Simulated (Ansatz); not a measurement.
The system is Ta.

```
Ta
1.0
    -1.65128    1.65128    1.65128
     1.65128   -1.65128    1.65128
     1.65128    1.65128   -1.65128
Ta
1
Direct
  0.00000 0.00000 0.00000
```

```yaml
Program: Ansatz 0.2.0
Task: relaxation of cell and atoms
Functional: RPBE
Potentials_or_basis: all-electron LAPW, scalar-relativistic
Basis_error_allowed: 0.001 eV/atom
k_mesh: 11 × 11 × 11
Occupations: fermi-dirac, width 0.05 eV
Spin: no spin polarisation
```

At the start: volume 18.01 Å³/atom.

Problem. How do energy, volume and symmetry change on relaxing?

Solution. Over 4 steps the energy falls by 10.4 meV/atom and the volume is 18.58 Å³/atom (+3.2 %); space group Im-3m (No. 229, to 0.05 Å).

The path:
| step | energy change (eV) | largest force (eV/Å) | volume (Å³) |
| --- | --- | --- | --- |
| 1 | 0.0000 | 0.0000 | 18.01 |
| 2 | -0.0103 | 0.0000 | 18.65 |
| 3 | -0.0104 | 0.0000 | 18.58 |
| 4 | -0.0104 | 0.0000 | 18.58 |

Final structure:
```
CELL_PARAMETERS angstrom
-1.66845 1.66845 1.66845
1.66845 -1.66845 1.66845
1.66845 1.66845 -1.66845
ATOMIC_POSITIONS crystal
Ta 0.00000 0.00000 0.00000
```
